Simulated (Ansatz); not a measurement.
# Strain and the gap of Ge3N4 (P6_3/m)

Ge3N4 (P6_3/m) from a database structure, relaxed with r2SCAN in Ansatz 0.2.0. It is hexagonal, P6_3/m (No. 176); conventional cell a = 8.044 Å, c = 3.080 Å, 12.33 Å³ an atom. Ge has 4 N at 1.83–1.84 Å; N has 3 Ge at 1.83 Å; N has 3 Ge at 1.84 Å.

The axes x, y and z are those of this cell:
```yaml
crystal:
  lattice:
    - [8.04393, 0.00000, 0.00000]
    - [-4.02196, 6.96625, 0.00000]
    - [0.00000, 0.00000, 3.08006]
  atoms:
    - { symbol: Ge, position: [0.82864, 0.23494, 0.75000] }
    - { symbol: Ge, position: [0.59370, 0.82864, 0.25000] }
    - { symbol: Ge, position: [0.23494, 0.40630, 0.25000] }
    - { symbol: Ge, position: [0.76506, 0.59370, 0.75000] }
    - { symbol: Ge, position: [0.40630, 0.17136, 0.75000] }
    - { symbol: Ge, position: [0.17136, 0.76506, 0.25000] }
    - { symbol: N, position: [0.66667, 0.33333, 0.75000] }
    - { symbol: N, position: [0.33333, 0.66667, 0.25000] }
    - { symbol: N, position: [0.66939, 0.97221, 0.75000] }
    - { symbol: N, position: [0.69718, 0.66939, 0.25000] }
    - { symbol: N, position: [0.97221, 0.30282, 0.25000] }
    - { symbol: N, position: [0.02779, 0.69718, 0.75000] }
    - { symbol: N, position: [0.33061, 0.02779, 0.25000] }
    - { symbol: N, position: [0.30282, 0.33061, 0.75000] }
```

Unstrained: With PBE the gap is 2.193 eV and direct, at Γ. With r2SCAN the gap is 2.666 eV and direct, at Γ. With HSE06 the gap is 3.701 eV and direct, at Γ. Meshes: PBE 6×6×8, r2SCAN 6×6×8, HSE06 3×3×6. Strains are changes of length per length. After each strain the atoms were relaxed again with r2SCAN in this cell and within any symmetry left, so distortions that break it or need a larger cell weren't tested; points keep the names that they have in the unstrained zone. (Simulation; spin polarisation is off.)

Changes of the least gap in eV (an overlap counts as a negative gap):
```tsv
strain	volume change (%)	space group	PBE	r2SCAN	HSE06	energy rise, r2SCAN (meV/atom)
epitaxial -3.0 % in the xy plane, free normal strain +1.59 %	-4.4	P6_3/m	+0.396	+0.396	+0.398	31.0
epitaxial -2.0 % in the xy plane, free normal strain +1.00 %	-3.0	P6_3/m	+0.316	+0.318	+0.322	13.7
epitaxial -1.0 % in the xy plane, free normal strain +0.48 %	-1.5	P6_3/m	+0.194	+0.197	+0.200	3.4
epitaxial +1.0 % in the xy plane, free normal strain -0.42 %	+1.6	P6_3/m	-0.231	-0.238	-0.244	3.4
epitaxial +2.0 % in the xy plane, free normal strain -0.79 %	+3.2	P6_3/m	-0.484	-0.500	-0.512	13.3
epitaxial +3.0 % in the xy plane, free normal strain -1.13 %	+4.9	P6_3/m	-0.759	-0.785	-0.806	29.5
```

Epitaxial -3.0 % in the xy plane, free normal strain +1.59 %. HSE06: the gap goes from 3.701 to 4.100 eV (+0.398 eV). Stress change with r2SCAN, compression positive: xx +13.74, yy +13.74, zz -0.01 GPa.

Epitaxial -2.0 % in the xy plane, free normal strain +1.00 %. HSE06: the gap goes from 3.701 to 4.024 eV (+0.322 eV). Stress change with r2SCAN, compression positive: xx +9.08, yy +9.08, zz +0.01 GPa.

Epitaxial -1.0 % in the xy plane, free normal strain +0.48 %. HSE06: the gap goes from 3.701 to 3.901 eV (+0.200 eV); least and direct gap lie within 0.04 eV, so its kind isn't settled. Stress change with r2SCAN, compression positive: xx +4.47, yy +4.47, zz -0.01 GPa.

Epitaxial +1.0 % in the xy plane, free normal strain -0.42 %. HSE06: the gap goes from 3.701 to 3.458 eV (-0.244 eV). Stress change with r2SCAN, compression positive: xx -4.32, yy -4.32, zz -0.01 GPa.

Epitaxial +2.0 % in the xy plane, free normal strain -0.79 %. HSE06: the gap goes from 3.701 to 3.189 eV (-0.512 eV). Stress change with r2SCAN, compression positive: xx -8.41, yy -8.41, zz -0.01 GPa.

Epitaxial +3.0 % in the xy plane, free normal strain -1.13 %. HSE06: the gap goes from 3.701 to 2.895 eV (-0.806 eV). Stress change with r2SCAN, compression positive: xx -12.24, yy -12.24, zz -0.02 GPa.

The runs are scalar-relativistic, without spin-orbit coupling.

The meshes of the hybrids are coarse, so their gaps aren't converged to the digits shown.
